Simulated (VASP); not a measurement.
# InP (I4/mmm) in VASP: further runs

The runs below take InP through single point, with PBE.

All numbers are computed with VASP 6.6.1; they aren't measurements. Logs are shortened: lines on timing, memory, paths and dates and some standing lists are left out, and cuts for length are marked.

## 1. Starting point

Symmetry: I4/mmm, No. 139, tetragonal system. Conventional cell: a = 4.151 Å, b = 4.151 Å, c = 5.401 Å, α = 90.00°, β = 90.00°, γ = 90.00°. Around In (site symmetry 4/mmm) lie 6 P at 2.70 to 2.94 Å. P (site symmetry 4/mmm) has 6 In at 2.70 to 2.94 Å as nearest neighbours.

Measurements of this composition are mostly on another form, of space group No. 216.

## 2. Single point, PBE

INCAR reads:

```
ALGO = Fast
EDIFF = 1E-7
ENCUT = 520
GGA = PE
ISIF = 2
ISMEAR = 0
LASPH = T
LCHARG = F
LREAL = F
LWAVE = F
NBANDS = 16
NELM = 100
PREC = Accurate
SIGMA = 0.15
```

KPOINTS reads:

```
k-points
0
Gamma
  16 16 16
```

POSCAR reads:

```
InP
1.0
    0.0000000000      2.9354645283      2.7006273660
    2.9354645283      0.0000000000      2.7006273660
    2.9354645283      2.9354645283      0.0000000000
In P
1 1
Direct
    0.0000000000      0.0000000000      0.0000000000
    0.5000000000      0.5000000000      0.5000000000
```

Potentials or basis: VASP PAW PBE potentials, release 64 (In_d, P).

Started as:

```console
> cat potpaw_PBE.64/In_d/POTCAR potpaw_PBE.64/P/POTCAR > POTCAR
> mpirun -np 1 vasp_std > vasp.out
```

OUTCAR:

```text
EDIFF = 1E-7
   ENCUT = 520
   GGA = PE
   ISIF = 2
   ISMEAR = 0
   LASPH = T
   LREAL = F
   NELM = 100
   PREC = Accurate

 ion  position               nearest neighbor table
   1  0.000  0.000  0.000-   2 2.70   2 2.70   2 2.94   2 2.94   2 2.94   2 2.94
   2  0.500  0.500  0.500-   1 2.70   1 2.70   1 2.94   1 2.94   1 2.94   1 2.94

  LATTYP: Found a body centered tetragonal cell.
 ALAT       =     4.1513737478
 C/A-ratio  =     1.3010764774

  Lattice vectors:

 A1 = (   0.0000000000,  -2.9354645283,  -2.7006273660)
 A2 = (   0.0000000000,   2.9354645283,  -2.7006273660)
 A3 = (   2.9354645283,   0.0000000000,   2.7006273660)

Analysis of symmetry for initial positions (statically):
=====================================================================
 Subroutine PRICEL returns:
 Original cell was already a primitive cell.

 Routine SETGRP: Setting up the symmetry group for a
 body centered tetragonal supercell.

 Subroutine GETGRP returns: Found 16 space group operations
 (whereof 16 operations were pure point group operations)
 out of a pool of 16 trial point group operations.

The static configuration has the point symmetry D_4h.

Analysis of symmetry for dynamics (positions and initial velocities):
=====================================================================
 Subroutine PRICEL returns:
 Original cell was already a primitive cell.

 Routine SETGRP: Setting up the symmetry group for a
 body centered tetragonal supercell.

 Subroutine GETGRP returns: Found 16 space group operations
 (whereof 16 operations were pure point group operations)
 out of a pool of 16 trial point group operations.

The dynamic configuration has the point symmetry D_4h.

 Subroutine INISYM returns: Found 16 space group operations
 (whereof 16 operations are pure point group operations),
 and found     1 'primitive' translations

----------------------------------------------------------------------------------------

                                     Primitive cell

  volume of cell :      46.5424

  direct lattice vectors                    reciprocal lattice vectors
     0.000000000  2.935464528  2.700627366    -0.170330793  0.170330793  0.185142166
     2.935464528  0.000000000  2.700627366     0.170330793 -0.170330793  0.185142166
     2.935464528  2.935464528  0.000000000     0.170330793  0.170330793 -0.185142166

  length of vectors
     3.988776776  3.988776776  4.151373748     0.303813725  0.303813725  0.303813725

  position of ions in fractional coordinates (direct lattice)
     0.000000000  0.000000000  0.000000000
     0.500000000  0.500000000  0.500000000

  ion indices of the primitive-cell ions
   primitive index   ion index
                 1           1
                 2           2

----------------------------------------------------------------------------------------

 KPOINTS: k-points

Automatic generation of k-mesh.
 Grid dimensions read from file:
 generate k-points for:   16   16   16

 Generating k-lattice:

  Cartesian coordinates                     Fractional coordinates (reciprocal lattice)
    -0.010645675  0.010645675  0.011571385     0.062500000 -0.000000000  0.000000000
     0.010645675 -0.010645675  0.011571385    -0.000000000  0.062500000  0.000000000
     0.010645675  0.010645675 -0.011571385     0.000000000  0.000000000  0.062500000

  Length of vectors
     0.018988358  0.018988358  0.018988358

  Shift w.r.t. Gamma in fractional coordinates (k-lattice)
     0.000000000  0.000000000  0.000000000

 Subroutine IBZKPT returns following result:
 ===========================================

 Found    349 irreducible k-points:

 Following reciprocal coordinates:
            Coordinates               Weight
  0.000000  0.000000  0.000000      1.000000
  0.062500 -0.000000  0.000000      8.000000
  0.125000 -0.000000  0.000000      8.000000
  0.187500  0.000000  0.000000      8.000000
  0.250000 -0.000000  0.000000      8.000000
  0.312500 -0.000000  0.000000      8.000000
[... 16 lines left out ...]
 -0.125000  0.062500  0.000000      8.000000
 -0.062500  0.062500  0.000000      4.000000
 [... further k-points ...]
   k-points           NKPTS =    349   k-points in BZ     NKDIM =    349   number of bands    NBANDS=     16
   number of dos      NEDOS =    301   number of ions     NIONS =      2
   total plane-waves  NPLWV =  28800
   dimension x,y,z NGX =    30 NGY =   30 NGZ =   32
   dimension x,y,z NGXF=    60 NGYF=   60 NGZF=   64
   ions per type =               1   1
   NGX,Y,Z   is equivalent  to a cutoff of  12.50, 12.50, 12.81 a.u.
   NGXF,Y,Z  is equivalent  to a cutoff of  25.01, 25.01, 25.63 a.u.
 SYSTEM =  unknown system
   PREC   = accura    normal or accurate (medium, high low for compatibility)
   ISTART =      0    job   : 0-new  1-cont  2-samecut
   ICHARG =      2    charge: 1-file 2-atom 10-const
   ISPIN  =      1    spin polarized calculation?
   LNONCOLLINEAR =      F non collinear calculations
   LSORBIT =      F    spin-orbit coupling
   LASPH  =      T    aspherical Exc in radial PAW
   ENCUT  =  520.0 eV  38.22 Ry    6.18 a.u.   7.42  7.42  7.72*2*pi/ulx,y,z
   NELM   =    100;   NELMIN=  2; NELMDL= -5     # of ELM steps
   EDIFF  = 0.1E-06   stopping-criterion for ELM
   LREAL  =      F    real-space projection
   EDIFFG = 0.1E-05   stopping-criterion for IOM
   NSW    =      0    number of steps for IOM
   IBRION =     -1    ionic relax: 0-MD 1-quasi-New 2-CG
   NFREE  =      0    steps in history (QN), initial steepest desc. (CG)
   ISIF   =      2    stress and relaxation
   ISYM   =      2    0-nonsym 1-usesym 2-fastsym
   POTIM  = 0.5000    time-step for ionic-motion
   TEBEG  =    0.0;   TEEND  =   0.0 temperature during run
   PSTRESS=    0.0 pullay stress
   NELECT =      18.0000    total number of electrons
   NUPDOWN=      -1.0000    fix difference up-down
   EMIN   =  10.00;   EMAX   =-10.00  energy-range for DOS
   EFERMI =   0.00;   METHOD = LEGACY
   ISMEAR =     0;   SIGMA  =   0.15  broadening in eV -4-tet -1-fermi 0-gaus
   EFERMI_NEDOS =   21; number of points for ismear=-14 and -15
   IALGO  =     68    algorithm
   IMIX   =      4    mixing-type and parameters
     AMIX     =   0.40;   BMIX     =  1.00
     AMIX_MAG =   1.60;   BMIX_MAG =  1.00
  volume/ion in A,a.u.               =      23.27       157.04
  Fermi-wavevector in a.u.,A,eV,Ry     =   1.192750  2.253971 19.356375  1.422653
  Thomas-Fermi vector in A             =   2.328781
   LORBIT       =      0    0 simple, 1 ext, 2 COOP (PROOUT), +10 PAW based schemes
   GGA     = PE    functional components
   LHFCALC =     F    Hartree Fock is set to
   AEXX    =    0.0000 exact exchange contribution
   IVDW    =     0    specifies the selected vdW correction
   LEPSILON=     F    determine dielectric tensor
   LRPA    =     F    only Hartree local field effects (RPA)
 non-spin polarized calculation
 RMM-DIIS sequential band-by-band and
 Gauss-broadening in eV      SIGMA  =   0.15
  energy-cutoff  :      520.00
  volume of cell :       46.54
 maximum number of plane-waves:      1271
 NGX is ok and might be reduce to    30

 number of electron      17.9999996 magnetization

 Free energy of the ion-electron system (eV)
  ---------------------------------------------------
  ext. energy  EPLUGINS =         0.00000000
  ---------------------------------------------------
  free energy    TOTEN  =        -7.79735425 eV

  energy without entropy =       -7.78126841  energy(sigma->0) =       -7.78931133

 E-fermi :   5.9697     XC(G=0):  -9.9682

 val. band max:        5.9607097151   @ k =   0.1250  -0.0000   0.0000
 cond. band min:       5.9753452738   @ k =  -0.0625   0.1250   0.0625
 fundamental gap:      0.0146355587
 Fermi energy:         5.9697087167

 k-point     1 :       0.0000    0.0000    0.0000
  band No.  band energies     occupation
      1      -8.2192      2.00000
      2      -8.1873      2.00000
      3      -8.1813      2.00000
      4      -8.1813      2.00000
      5      -8.1577      2.00000
      6      -5.4115      2.00000
[... 8 lines left out ...]
     15      13.4625      0.00000
     16      14.9722      0.00000

 k-point     2 :       0.0625   -0.0000    0.0000
  band No.  band energies     occupation
      1      -8.2202      2.00000
      2      -8.1880      2.00000
      3      -8.1803      2.00000
      4      -8.1791      2.00000
      5      -8.1572      2.00000
      6      -5.3688      2.00000
[... 8 lines left out ...]
     15      13.6152      0.00000
     16      15.0739      0.00000

 k-point     3 :       0.1250   -0.0000    0.0000
  band No.  band energies     occupation
      1      -8.2234      2.00000
      2      -8.1918      2.00000
      3      -8.1779      2.00000
      4      -8.1712      2.00000
      5      -8.1552      2.00000
      6      -5.2416      2.00000
[... 8 lines left out ...]
     15      13.7125      0.00000
     16      14.5743      0.00000

 k-point     4 :       0.1875    0.0000    0.0000
  band No.  band energies     occupation
      1      -8.2288      2.00000
      2      -8.1980      2.00000
      3      -8.1756      2.00000
      4      -8.1588      2.00000
      5      -8.1507      2.00000
      6      -5.0336      2.00000
[... 8 lines left out ...]
     15      13.9818      0.00000
     16      14.3711      0.00000
[... 324 lines left out ...]
 k-point    22 :      -0.1875    0.0625    0.0000
  band No.  band energies     occupation
      1      -8.2382      2.00000
      2      -8.2005      2.00000
      3      -8.1762      2.00000
      4      -8.1590      2.00000
      5      -8.1451      2.00000
      6      -4.9167      2.00000
[... 8 lines left out ...]
     15      14.9093      0.00000
     16      15.1077      0.00000

 k-point    23 :      -0.1250    0.0625    0.0000
  band No.  band energies     occupation
      1      -8.2303      2.00000
      2      -8.1942      2.00000
      3      -8.1787      2.00000
      4      -8.1707      2.00000
      5      -8.1502      2.00000
      6      -5.1470      2.00000
[... 8 lines left out ...]
     15      14.5037      0.00000
     16      15.5244      0.00000

 k-point    24 :      -0.0625    0.0625    0.0000
  band No.  band energies     occupation
      1      -8.2241      2.00000
      2      -8.1901      2.00000
      3      -8.1804      2.00000
      4      -8.1774      2.00000
      5      -8.1541      2.00000
      6      -5.2995      2.00000
[... 8 lines left out ...]
     15      14.1109      0.00000
     16      15.7473      0.00000

 [... further k-points ...]

------------------------ aborting loop because EDIFF is reached ----------------------------------------

  FORCE on cell =-STRESS in cart. coord.  units (eV):
  Direction    XX          YY          ZZ          XY          YZ          ZX
  --------------------------------------------------------------------------------------
  -------------------------------------------------------------------------------------
  Total       -1.9522102     -1.9522102     -0.0196937      0.0000000      0.0000000      0.0000000
  in kB      -67.2030256    -67.2030256     -0.6779375      0.0000000      0.0000000      0.0000000
  external PRESSURE =     -45.0279962 kB  Pullay stress =       0.0000000 kB

 VOLUME and BASIS-vectors are now :
 -----------------------------------------------------------------------------
  energy-cutoff  :      520.00
  volume of cell :       46.54
      direct lattice vectors                 reciprocal lattice vectors
     0.000000000  2.935464528  2.700627366    -0.170330793  0.170330793  0.185142166
     2.935464528  0.000000000  2.700627366     0.170330793 -0.170330793  0.185142166
     2.935464528  2.935464528  0.000000000     0.170330793  0.170330793 -0.185142166

 POSITION                                       TOTAL-FORCE (eV/Angst)
 -----------------------------------------------------------------------------------
      0.00000      0.00000      0.00000         0.000000     -0.000000     -0.000000
      2.93546      2.93546      2.70063        -0.000000      0.000000      0.000000
 -----------------------------------------------------------------------------------
    total drift:                               -0.000000      0.000000      0.000000

  FREE ENERGIE OF THE ION-ELECTRON SYSTEM (eV)
  ---------------------------------------------------
  free  energy   TOTEN  =        -7.7973542496 eV

  energy  without entropy=       -7.7812684092  energy(sigma->0) =       -7.78931133
```

Run time: 3.6 min. Hardware: 1 thread of Intel Xeon Platinum 8375C at 2.90GHz (Ice Lake), shared host; peak memory 0.37 GiB.

What came out:

```yaml
Free_energy: -7.7974 eV
Pressure: -4.5 GPa
Band_gap_on_the_k_mesh: none (metal or under the smearing width)
```

Stress tensor (GPa, compression positive):
```
-6.72  0.00  0.00
 0.00 -6.72  0.00
 0.00  0.00 -0.07
```

## 3. Single point, PBE

This run uses another cell than the first one, of the same volume but with other edges.

INCAR reads:

```
PREC = Accurate
ENCUT = 520
EDIFF = 1E-7
ISMEAR = 0
SIGMA = 0.15
LREAL = F
LASPH = T
NELM = 100
ALGO = Fast
ISIF = 2
LWAVE = F
LCHARG = F
GGA = PE
NBANDS = 16
```

KPOINTS reads:

```
regular mesh
0
Gamma
  16 16 16
```

POSCAR reads:

```
InP
1.0
    0.0000000000      2.6866578625      3.2239894349
    2.6866578625      0.0000000000      3.2239894349
    2.6866578625      2.6866578625      0.0000000000
In P
1 1
Direct
    0.0000000000      0.0000000000      0.0000000000
    0.5000000000      0.5000000000      0.5000000000
```

Potentials or basis: VASP PAW PBE potentials, release 64 (In_d, P).

Started as:

```console
> cat potpaw_PBE.64/In_d/POTCAR potpaw_PBE.64/P/POTCAR > POTCAR
> mpirun -np 1 vasp_std > vasp.out
```

Run time: 3 min. Hardware: 1 thread of Intel Xeon Platinum 8375C at 2.90GHz (Ice Lake), shared host; peak memory 0.37 GiB.

It converged, with:

- Free energy: -7.6903 eV
- Pressure: -2.1 GPa
- Band gap on the k mesh: none (metal or under the smearing width)

Stress tensor (GPa, compression positive):
```
 0.71  0.00  0.00
 0.00  0.71  0.00
 0.00  0.00 -7.61
```

Levels at points of the mesh, in eV from the Fermi level:
```
           k point  band 7  band 8  band 9  band 10  band 11  band 12
(0.00, 0.00, 0.00)   -0.76   -0.76    0.06     0.29     5.54     6.34
(0.50, 0.00, 0.00)   -6.38   -0.38    0.48     1.78     3.61     4.01
(0.50, 0.50, 0.00)   -4.37   -1.73   -1.73    -1.33     4.48     8.08
(0.50, 0.00, 0.50)   -4.58   -3.27   -2.96    -1.31     3.92     6.63
```

## 4. Single point, PBE

This run uses another cell than the first one, of the same volume but with other edges.

INCAR reads:

```
ALGO     = Fast           # electronic algorithm
EDIFF    = 1E-7           # SCF threshold, eV
ENCUT    = 520            # plane-wave cutoff, eV
GGA      = PE             # functional
ISIF     = 2              # what is computed and relaxed
ISMEAR   = 0              # smearing method
LASPH    = T              # aspherical terms in the spheres
LCHARG   = F              # write CHGCAR
LREAL    = F              # projectors in reciprocal space
LWAVE    = F              # write WAVECAR
NBANDS   = 16             # bands
NELM     = 100            # most SCF steps
PREC     = Accurate       # precision mode
SIGMA    = 0.15           # smearing width, eV
```

KPOINTS reads:

```
k-points
0
Gamma
  16 16 16
```

POSCAR reads:

```
InP
1.0
    0.0000000000      3.2958567472      2.1423068857
    3.2958567472      0.0000000000      2.1423068857
    3.2958567472      3.2958567472      0.0000000000
In P
1 1
Direct
    0.0000000000      0.0000000000      0.0000000000
    0.5000000000      0.5000000000      0.5000000000
```

Started as:

```console
> cat potpaw_PBE.64/In_d/POTCAR potpaw_PBE.64/P/POTCAR > POTCAR
> mpirun -np 1 vasp_std > vasp.out
```

Run time: 9.2 min. Hardware: 1 thread of Intel Xeon Platinum 8375C at 2.90GHz (Ice Lake), shared host; peak memory 0.38 GiB.

Results (log left out):

| Property | Result |
| --- | --- |
| Free energy | -5.5190 eV |
| Pressure | 22.0 GPa |
| Band gap on the k mesh | none (metal or under the smearing width) |

Stress tensor (GPa, compression positive):
```
-2.54  0.00  0.00
 0.00 -2.54  0.00
 0.00  0.00 71.14
```

Levels at points of the mesh, in eV from the Fermi level:
```tsv
k point	band 5	band 6	band 7	band 8	band 9	band 10	band 11	band 12	band 13	band 14
(0.00, 0.00, 0.00)	-14.82	-11.44	-2.92	-0.01	-0.01	1.48	5.82	5.82	6.60	7.06
(0.50, 0.00, 0.00)	-14.83	-10.36	-6.86	-0.49	-0.27	1.06	1.80	8.43	8.44	8.86
(0.50, 0.50, 0.00)	-14.80	-8.65	-4.51	-3.45	-3.45	-1.44	2.98	8.57	8.57	10.39
(0.50, 0.00, 0.50)	-14.84	-9.95	-4.77	-3.66	0.12	0.13	5.32	5.82	7.89	8.55
```

Caveat: so large a pressure means that the cell lies far from this level's equilibrium, or that cutoff or potentials fall short.
